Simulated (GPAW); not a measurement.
# C (C2/m) in GPAW: notebook

Runs on C. Level: PBE. Tasks: single point.

Program: GPAW 26.7.0. These are calculated values, not measurements. Logs are shortened: lines on timing, memory, paths and dates and some standing lists are left out, and cuts for length are marked. The log counts tension as positive stress, the text compression.

## 1. The crystal as given

Symmetry: C2/m, No. 12, monoclinic system. The conventional cell has a = 4.255 Å, b = 2.457 Å, c = 3.765 Å, α = 90.00°, β = 111.49°, γ = 90.00°. Around C (site symmetry m) lie 3 C at 1.42 Å.

This is a stacking variant of graphite.

## 2. Single point, PBE

Input file run.py:

```python
from ase.dft.bandgap import bandgap
from ase.io import read, write
from ase.units import GPa
from gpaw import GPAW, PW

atoms = read('C.xyz')

calc = GPAW(mode=PW(800),
            xc='PBE',
            kpts={'size': (13, 13, 8), 'gamma': True},
            occupations={'name': 'methfessel-paxton', 'order': 0, 'width': 0.05},
            nbands=11,
            convergence={'density': 1e-05, 'energy': 1e-05},
            maxiter=150,
            txt='gpaw.txt')
atoms.calc = calc
energy = atoms.get_potential_energy()
forces = atoms.get_forces()
stress = atoms.get_stress()
calc.write('gs.gpw')
write('result.traj', atoms)
print(f'Energy: {energy:.6f} eV')
print('Forces (eV/A):')
print(forces.round(4))
print('Stress (GPa):', (stress / GPa).round(3))
print('Fermi level:', round(calc.get_fermi_level(), 4), 'eV')
print(f'Gap: {bandgap(calc)[0]:.4f} eV, direct: {bandgap(calc, direct=True)[0]:.4f} eV')
```

Input file C.xyz:

```xyz
2
Lattice="2.1273203072 -1.2282824400 0.0000000000 2.1273203072 1.2282824400 0.0000000000 -1.3790696309 0.0000000000 3.5028300786" Properties=species:S:1:pos:R:3 pbc="T T T"
C     -0.6699289920      0.0000000000      3.5025041753
C      3.5454999755      0.0000000000      0.0003259033
```

Potentials or basis: GPAW PAW data sets (gpaw-data 1.2.1), pw.

Run with:

```bash
$ OMP_NUM_THREADS=1 python run.py
```

gpaw.txt:

```text
__  _  _
 | _ |_)|_||  |
 |__||  | ||/\| - 26.7.0

Input parameters:
  mode=PW(ecut=800.0),
  convergence={'density': 1e-05, 'energy': 1e-05},
  kpts=MonkhorstPack(size=(13, 13, 8), gamma=True),
  maxiter=150,
  nbands=11,
  occupations=Occupations(name='methfessel-paxton', order=0, width=0.05),
  xc=XC(name='PBE')

Diagonalizing LCAO Hamiltonian
Converting LCAO to pw mode

       C

                 C

Atoms  # Å, Bohr magnetons
|   | symbol |         x |        y |        z |    initial magnetic moments |
|---|--------|-----------|----------|----------|-----------------------------|
| 0 |      C | -0.669929 | 0.000000 | 3.502504 | ( 0.0000,  0.0000,  0.0000) |
| 1 |      C |  3.545500 | 0.000000 | 0.000326 | ( 0.0000,  0.0000,  0.0000) |

Unit cell  # Å
| periodic |         x |         y |        z |  lengths |     angles |
|----------|-----------|-----------|----------|----------|------------|
|      yes |  2.127320 | -1.228282 | 0.000000 | 2.456455 | 108.496630 |
|      yes |  2.127320 |  1.228282 | 0.000000 | 2.456455 | 108.496630 |
|      yes | -1.379070 |  0.000000 | 3.502830 | 3.764525 |  60.002969 |

Number of symmetries: 4
Symmetry operations  # r_c * U_cc + t_c -> r_c
|   | kind |            matrix            |
|---|------|------------------------------|
| 0 |  E   |  1, 0, 0,  0, 1, 0,  0, 0, 1 |
| 1 |  σ   |  0, 1, 0,  1, 0, 0,  0, 0, 1 |
| 2 |  C2  |  0,-1, 0, -1, 0, 0,  0, 0,-1 |
| 3 |  i   | -1, 0, 0,  0,-1, 0,  0, 0,-1 |

BZ-sampling:
  Number of BZ points: 1352
  Number of IBZ points: 371

  Monkhorst-Pack size: [13, 13, 8]
  Monkhorst-Pack shift: [0.0, 0.0, 0.0625]

K-points  # in reciprocal-cell coordinates
|     |                                coordinates |     weight |
|-----|--------------------------------------------|------------|
|   0 | (  0.00000000,   0.00000000,   0.00000000) | 0.00073964 |
|   1 | (  0.00000000,   0.00000000,   0.12500000) | 0.00147929 |
|   2 | (  0.00000000,   0.00000000,   0.25000000) | 0.00147929 |
|   3 | (  0.00000000,   0.00000000,   0.37500000) | 0.00147929 |
|   4 | (  0.00000000,   0.00000000,   0.50000000) | 0.00073964 |
|   5 | (  0.07692308,  -0.07692308,   0.00000000) | 0.00147929 |
|   6 | (  0.07692308,  -0.07692308,   0.12500000) | 0.00295858 |
|   7 | (  0.07692308,  -0.07692308,   0.25000000) | 0.00295858 |
|   8 | (  0.07692308,  -0.07692308,   0.37500000) | 0.00295858 |
|   9 | (  0.07692308,  -0.07692308,   0.50000000) | 0.00147929 |
| ... |                                            |            |
| 370 | (  0.46153846,   0.46153846,   0.50000000) | 0.00147929 |

Plane wave coefficients: 955
Cutoff: 800.0 eV

Spin-components: 1 (collinear spins)
Bands:           11
Projectors:      10
Spin-degeneracy: 2
Datatype:        complex128

Parallelization:
  kpt:    1
  domain: 1
  band:   1

Density:
  Valence electrons: 8.0
  Components: 1
  Grid points: [18 18 25]
  Charge: 0.0  # |e|

Potential:
  Grid points: [18 18 25]

species:
  C:
    name:    Carbon
    Z:       6.0
    valence: 4
    core:    2
    charge:  0.0  # [|e|]
    compensation charges:
      type: gauss
      rc: 0.20  # [Å]
      lmax: 2
    cutoffs:
      filter: 1.14  # [Å]
      core: 1.14  # [Å]
    projectors
    | kind |    occ | energy [eV] | rcut [Å] |
    |------|--------|-------------|----------|
    |   2s |  2.000 |     -13.751 |    0.635 |
    |   2p |  2.000 |      -5.284 |    0.635 |
    |    s |        |      13.461 |    0.635 |
    |    p |        |      21.927 |    0.635 |
    |    d |        |       0.000 |    0.635 |

    Using partial waves for C as LCAO basis

Reference energy: -2055.256231  # eV

eigensolver:
  PPCG
  Converge bands: occupied
  niter=2

density mixing:
  MSR1-Mixer
  Pratt-step length: 0.05
  Maximum mixing coefficient: 0.75
  Old densities: 10
  SVD Regularization: 0.005
  Good broyden scale: 1.0
  Trust region scale: 1.0
  Backstep threshold: 4.0
  History deletion threshold: 6.0
  Fourier metric: weight=20.0, sigma=0.015

occupation numbers:
  Methfessel-Paxton:
    width: 0.0500  # eV
    order: 0

poisson solver:
  ecut: 6400.0  # eV

xc functional:
  name: PBE with 2 nearest neighbor stencil

convergence criteria:
- Maximum integral of absolute [dens]ity change: 1e-05 electrons / valence electron
- Maximum [total energy] change in last 3 cyles: 1e-05 eV / valence electron
- Maximum integral of absolute [eigenst]ate change: 4e-08 eV^2 / valence electron
maximum number of iterations: 150

SCF iterations
|iter     | |      energy | eigst |  dens |
|---------|-|-------------|-------|-------|
|iter:   1| |  -19.458293 | +0.63 |       |
|iter:   2| |  -19.320269 | -1.62 | -0.75 |
|iter:   3| |  -18.437533 | -1.06 | -0.78 |
|iter:   4| |  -18.442849 | -2.61 | -1.60 |
|iter:   5| |  -18.444917 | -3.92 | -2.03 |
|iter:   6| |  -18.444925 | -5.80 | -3.23 |
|iter:   7| |  -18.444928c| -6.87 | -3.63 |
|iter:   8| |  -18.444928c| -7.73c| -4.88 |
|iter:   9| |  -18.444928c| -8.38c| -5.35c|

Converged in 9 steps
Energy contributions relative to reference atoms: (reference = -2055.256231)

Energy contributions:
  Kinetic:          18.541387
  Coulomb:         -18.846720
  Zero:              0.041324
  External:          0.000000
  Xc:              -18.180919
  Entropy:          -0.000000
  Spinorbit:         0.000000
  ----------------------------
  Free energy:     -18.444928
  Extrapolated:    -18.444928

dipole moment: (0.000001, -0.000000, 0.000002)  # |e|*Ang

Fermi level: 5.690
Eigenvalues  # (at kpt = [0.000, 0.000, 0.000])
| band index |      eig [eV] | occ [0-2] |
|------------|---------------|-----------|
|          0 |       -13.888 |     2.000 |
|          1 |        -1.034 |     2.000 |
|          2 |         2.800 |     2.000 |
|          3 |         2.804 |     2.000 |
|          4 |         9.736 |     0.000 |
|          5 |        14.244 |     0.000 |
|          6 |        14.246 |     0.000 |
|          7 |        17.330 |     0.000 |
|          8 |        18.666 |     0.000 |
|          9 |        28.647 |     0.000 |
|         10 |        30.021 |     0.000 |

Gap: 0.930 eV
Transition (v -> c):
  (s=0, k=116, n=3, [0.31, -0.31, 0.00]) -> (s=0, k=196, n=4, [0.38, -0.31, 0.38])
Direct/indirect transitions are different
Direct gap: 0.941 eV
Transition at: (s=0, k=116, n=3, [0.31, -0.31, 0.00])

Forces  # eV/Ang
|        x |       y |        z |
|----------|---------|----------|
| -0.00238 | 0.00000 |  0.00400 |  # C    0
|  0.00238 | 0.00000 | -0.00400 |  # C    1

Stress tensor  # eV/Ang^3
|         x |         y |         z |
|-----------|-----------|-----------|
| -0.029366 |  0.000000 |  0.000186 |
|  0.000000 | -0.028927 |  0.000000 |
|  0.000186 |  0.000000 | -0.010389 |

# Writing to gs.gpw (mode='')
```

Run time: 70 s. Hardware: 1 thread of Arm Neoverse V1, shared host; peak memory 0.25 GiB.

What came out:

```
Free energy            : -18.4449 eV
Pressure               : 3.7 GPa
Largest force          : 0.005 eV/Å
Band gap on the k mesh : 0.93 eV, indirect (least direct gap 0.94 eV)
```

Forces in eV/Å, atoms in the order of the input:
```
C   -0.002  0.000  0.004
C    0.002  0.000 -0.004
```

Stress tensor (GPa, compression positive):
```
 4.70  0.00 -0.03
 0.00  4.63  0.00
-0.03  0.00  1.66
```

Caveat: an odd mesh through Γ misses points on the zone boundary, where band edges often lie; this functional lacks dispersion, which binds the layers, so the pressure and a relaxed spacing across them are unreliable.

## 3. Single point, PBE

Changes to run.py since step 2:

```diff
@@ -10,3 +10,3 @@
             kpts={'size': (13, 13, 8), 'gamma': True},
-            occupations={'name': 'methfessel-paxton', 'order': 0, 'width': 0.05},
+            occupations={'name': 'methfessel-paxton', 'order': 0, 'width': 0.02},
             nbands=11,
```

C.xyz is that of step 2.

Potentials or basis: GPAW PAW data sets (gpaw-data 1.2.1), pw.

Run with:

```bash
$ OMP_NUM_THREADS=1 python run.py
```

gpaw.txt:

```text
__  _  _
 | _ |_)|_||  |
 |__||  | ||/\| - 26.7.0

Input parameters:
  mode=PW(ecut=800.0),
  convergence={'density': 1e-05, 'energy': 1e-05},
  kpts=MonkhorstPack(size=(13, 13, 8), gamma=True),
  maxiter=150,
  nbands=11,
  occupations=Occupations(name='methfessel-paxton', order=0, width=0.02),
  xc=XC(name='PBE')

Diagonalizing LCAO Hamiltonian
Converting LCAO to pw mode

       C

                 C

Atoms  # Å, Bohr magnetons
|   | symbol |         x |        y |        z |    initial magnetic moments |
|---|--------|-----------|----------|----------|-----------------------------|
| 0 |      C | -0.669929 | 0.000000 | 3.502504 | ( 0.0000,  0.0000,  0.0000) |
| 1 |      C |  3.545500 | 0.000000 | 0.000326 | ( 0.0000,  0.0000,  0.0000) |

Unit cell  # Å
| periodic |         x |         y |        z |  lengths |     angles |
|----------|-----------|-----------|----------|----------|------------|
|      yes |  2.127320 | -1.228282 | 0.000000 | 2.456455 | 108.496630 |
|      yes |  2.127320 |  1.228282 | 0.000000 | 2.456455 | 108.496630 |
|      yes | -1.379070 |  0.000000 | 3.502830 | 3.764525 |  60.002969 |

Number of symmetries: 4
Symmetry operations  # r_c * U_cc + t_c -> r_c
|   | kind |            matrix            |
|---|------|------------------------------|
| 0 |  E   |  1, 0, 0,  0, 1, 0,  0, 0, 1 |
| 1 |  σ   |  0, 1, 0,  1, 0, 0,  0, 0, 1 |
| 2 |  C2  |  0,-1, 0, -1, 0, 0,  0, 0,-1 |
| 3 |  i   | -1, 0, 0,  0,-1, 0,  0, 0,-1 |

BZ-sampling:
  Number of BZ points: 1352
  Number of IBZ points: 371

  Monkhorst-Pack size: [13, 13, 8]
  Monkhorst-Pack shift: [0.0, 0.0, 0.0625]

K-points  # in reciprocal-cell coordinates
|     |                                coordinates |     weight |
|-----|--------------------------------------------|------------|
|   0 | (  0.00000000,   0.00000000,   0.00000000) | 0.00073964 |
|   1 | (  0.00000000,   0.00000000,   0.12500000) | 0.00147929 |
|   2 | (  0.00000000,   0.00000000,   0.25000000) | 0.00147929 |
|   3 | (  0.00000000,   0.00000000,   0.37500000) | 0.00147929 |
|   4 | (  0.00000000,   0.00000000,   0.50000000) | 0.00073964 |
|   5 | (  0.07692308,  -0.07692308,   0.00000000) | 0.00147929 |
|   6 | (  0.07692308,  -0.07692308,   0.12500000) | 0.00295858 |
|   7 | (  0.07692308,  -0.07692308,   0.25000000) | 0.00295858 |
|   8 | (  0.07692308,  -0.07692308,   0.37500000) | 0.00295858 |
|   9 | (  0.07692308,  -0.07692308,   0.50000000) | 0.00147929 |
| ... |                                            |            |
| 370 | (  0.46153846,   0.46153846,   0.50000000) | 0.00147929 |

Plane wave coefficients: 955
Cutoff: 800.0 eV

Spin-components: 1 (collinear spins)
Bands:           11
Projectors:      10
Spin-degeneracy: 2
Datatype:        complex128

Parallelization:
  kpt:    1
  domain: 1
  band:   1

Density:
  Valence electrons: 8.0
  Components: 1
  Grid points: [18 18 25]
  Charge: 0.0  # |e|

Potential:
  Grid points: [18 18 25]

species:
  C:
    name:    Carbon
    Z:       6.0
    valence: 4
    core:    2
    charge:  0.0  # [|e|]
    compensation charges:
      type: gauss
      rc: 0.20  # [Å]
      lmax: 2
    cutoffs:
      filter: 1.14  # [Å]
      core: 1.14  # [Å]
    projectors
    | kind |    occ | energy [eV] | rcut [Å] |
    |------|--------|-------------|----------|
    |   2s |  2.000 |     -13.751 |    0.635 |
    |   2p |  2.000 |      -5.284 |    0.635 |
    |    s |        |      13.461 |    0.635 |
    |    p |        |      21.927 |    0.635 |
    |    d |        |       0.000 |    0.635 |

    Using partial waves for C as LCAO basis

Reference energy: -2055.256231  # eV

eigensolver:
  PPCG
  Converge bands: occupied
  niter=2

density mixing:
  MSR1-Mixer
  Pratt-step length: 0.05
  Maximum mixing coefficient: 0.75
  Old densities: 10
  SVD Regularization: 0.005
  Good broyden scale: 1.0
  Trust region scale: 1.0
  Backstep threshold: 4.0
  History deletion threshold: 6.0
  Fourier metric: weight=20.0, sigma=0.015

occupation numbers:
  Methfessel-Paxton:
    width: 0.0200  # eV
    order: 0

poisson solver:
  ecut: 6400.0  # eV

xc functional:
  name: PBE with 2 nearest neighbor stencil

convergence criteria:
[... 6 lines left out ...]
|iter     | |      energy | eigst |  dens |
|---------|-|-------------|-------|-------|
|iter:   1| |  -19.458293 | +0.63 |       |
|iter:   2| |  -19.320269 | -1.62 | -0.75 |
|iter:   3| |  -18.437533 | -1.06 | -0.78 |
|iter:   4| |  -18.442849 | -2.61 | -1.60 |
|iter:   5| |  -18.444917 | -3.92 | -2.03 |
|iter:   6| |  -18.444925 | -5.80 | -3.23 |
|iter:   7| |  -18.444928c| -6.87 | -3.63 |
|iter:   8| |  -18.444928c| -7.73c| -4.88 |
|iter:   9| |  -18.444928c| -8.38c| -5.35c|

Converged in 9 steps
Energy contributions relative to reference atoms: (reference = -2055.256231)

Energy contributions:
  Kinetic:          18.541387
  Coulomb:         -18.846720
  Zero:              0.041324
  External:          0.000000
  Xc:              -18.180919
  Entropy:          -0.000000
  Spinorbit:         0.000000
  ----------------------------
  Free energy:     -18.444928
  Extrapolated:    -18.444928

dipole moment: (0.000001, -0.000000, 0.000002)  # |e|*Ang

Fermi level: 5.531
Eigenvalues  # (at kpt = [0.000, 0.000, 0.000])
| band index |      eig [eV] | occ [0-2] |
|------------|---------------|-----------|
|          0 |       -13.888 |     2.000 |
|          1 |        -1.034 |     2.000 |
|          2 |         2.800 |     2.000 |
|          3 |         2.804 |     2.000 |
|          4 |         9.736 |     0.000 |
|          5 |        14.244 |     0.000 |
|          6 |        14.246 |     0.000 |
|          7 |        17.330 |     0.000 |
|          8 |        18.666 |     0.000 |
|          9 |        28.647 |     0.000 |
|         10 |        30.021 |     0.000 |

Gap: 0.930 eV
Transition (v -> c):
  (s=0, k=116, n=3, [0.31, -0.31, 0.00]) -> (s=0, k=196, n=4, [0.38, -0.31, 0.38])
Direct/indirect transitions are different
Direct gap: 0.941 eV
Transition at: (s=0, k=116, n=3, [0.31, -0.31, 0.00])

Forces  # eV/Ang
|        x |       y |        z |
|----------|---------|----------|
| -0.00238 | 0.00000 |  0.00400 |  # C    0
|  0.00238 | 0.00000 | -0.00400 |  # C    1

Stress tensor  # eV/Ang^3
|         x |         y |         z |
|-----------|-----------|-----------|
| -0.029366 |  0.000000 |  0.000186 |
|  0.000000 | -0.028927 |  0.000000 |
|  0.000186 |  0.000000 | -0.010389 |

# Writing to gs.gpw (mode='')
```

Wall time 70 s (1 thread of Arm Neoverse V1, shared host); peak memory 0.25 GiB.

What came out:

| Item | Value |
| --- | --- |
| Free energy | -18.4449 eV |
| Pressure | 3.7 GPa |
| Largest force | 0.005 eV/Å |
| Band gap on the k mesh | 0.93 eV, indirect (least direct gap 0.94 eV) |

Forces in eV/Å, atoms in the order of the input:
```
C   -0.002  0.000  0.004
C    0.002  0.000 -0.004
```

Caveat: an odd mesh through Γ misses points on the zone boundary, where band edges often lie; this functional lacks dispersion, which binds the layers, so the pressure and a relaxed spacing across them are unreliable.
